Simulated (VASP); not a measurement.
Runs of VASP 6.6.1 on Si. It takes space group Fd-3m (No. 227, cubic). The conventional cell has a = 5.427 Å, b = 5.427 Å, c = 5.427 Å, α = 90.00°, β = 90.00°, γ = 90.00°. Si (site symmetry -43m) is surrounded by 4 Si at 2.35 Å. 

```tsv
level	potentials or basis	gap on the mesh (eV)	pressure (GPa)	relaxed volume (Å³/atom)
PBE	VASP PAW PBE potentials, release 64 (Si)	0.62	0.0	20.44
PBE+D3(BJ)	VASP PAW PBE potentials, release 64 (Si)	0.57	0.0	19.90
PBEsol	VASP PAW PBE potentials, release 64 (Si)	0.47	0.0	20.08
LDA	VASP PAW LDA potentials, release 64 (Si)	(b)	0.0	(c)
r2SCAN	VASP PAW PBE potentials, release 64 (Si)	(a)	0.0	20.12
```

Alike in all rows: task relaxation of cell and atoms; no spin polarisation; cell relaxed; k mesh 10 × 10 × 10; cutoff (eV) 600; smearing gaussian 0.03 eV.

Task: Fill in the values left out.

Result: (a) 0.79; (b) 0.45; (c) 19.72.

Caveats: the PAW data sets were made with another functional, which shifts forces and pressure a little (some runs).

A k mesh can miss the band edges.

Not every run made on this cell is shown here.
